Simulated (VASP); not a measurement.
## A VASP 6.6.1 single-point calculation on BN

INCAR

```
EDIFF = 1E-5
ISMEAR = 0
LCHARG = .FALSE.
ISIF = 2
LREAL = .FALSE.
ENCUT = 520
NBANDS = 11
LASPH = .TRUE.
NSW = 0
IBRION = -1
LWAVE = .FALSE.
NELM = 76
SIGMA = 0.01
PREC = Accurate
ALGO = Normal
METAGGA = R2SCAN
```

KPOINTS

```
KPOINTS created by Atomic Simulation Environment
0
Gamma
12 12 12
0 0 0
```

POSCAR

```
B  N
 1.0000000000000000
     0.0000000000000000    1.8770184675999999    1.7733753882000001
     1.8770184675999999    0.0000000000000000    1.7733753882000001
     1.8770184675999999    1.8770184675999999    0.0000000000000000
 B   N
   1   1
Cartesian
  0.0000000000000000  0.0000000000000000  0.0000000000000000
  0.9385092338000000  0.9385092338000000  0.8866876941000000
```

The recommended PBE PAW datasets give the neutral cell 8 valence electrons.

Command

```
mpirun -np 1 vasp_std
```

Problem. Predict the outcome of this run.

Solution. It converged. Results: gap between bands v and c on the k mesh 3.98 eV; least direct gap on the k mesh 8.68 eV; pressure -20.5 GPa. Band v is the last that the valence electrons fill when counted band by band, and c is the next.

OSZICAR

```
N       E                     dE             d eps       ncg     rms          rms(c)
DAV:   1     0.801985699209E+01    0.80199E+01   -0.50604E+03  3674   0.737E+02
DAV:   2    -0.216779306839E+02   -0.29698E+02   -0.28789E+02  4324   0.168E+02
DAV:   3    -0.222758845358E+02   -0.59795E+00   -0.59691E+00  4221   0.205E+01
DAV:   4    -0.222767051918E+02   -0.82066E-03   -0.82064E-03  3811   0.846E-01
DAV:   5    -0.222767060308E+02   -0.83896E-06   -0.83898E-06  4141   0.271E-02    0.631E+00
DAV:   6    -0.190694988012E+02    0.32072E+01   -0.19745E+00  3589   0.786E+00    0.334E+00
DAV:   7    -0.190769357068E+02   -0.74369E-02   -0.21709E-01  3739   0.349E+00    0.179E+00
DAV:   8    -0.190786395905E+02   -0.17039E-02   -0.40195E-02  3793   0.130E+00    0.161E-01
DAV:   9    -0.190782358684E+02    0.40372E-03   -0.62234E-03  4102   0.515E-01    0.970E-02
DAV:  10    -0.190782116978E+02    0.24171E-04   -0.52252E-04  3874   0.167E-01    0.315E-02
DAV:  11    -0.190782156054E+02   -0.39076E-05   -0.48389E-05  3976   0.547E-02
   1 F= -.19078216E+02 E0= -.19078216E+02  d E =-.350585E-76
```

For comparison, a separate r²SCAN run of the intended cell, on usual settings and not on those above, gives a gap of 3.98 eV on its mesh and a pressure of -20.4 GPa.
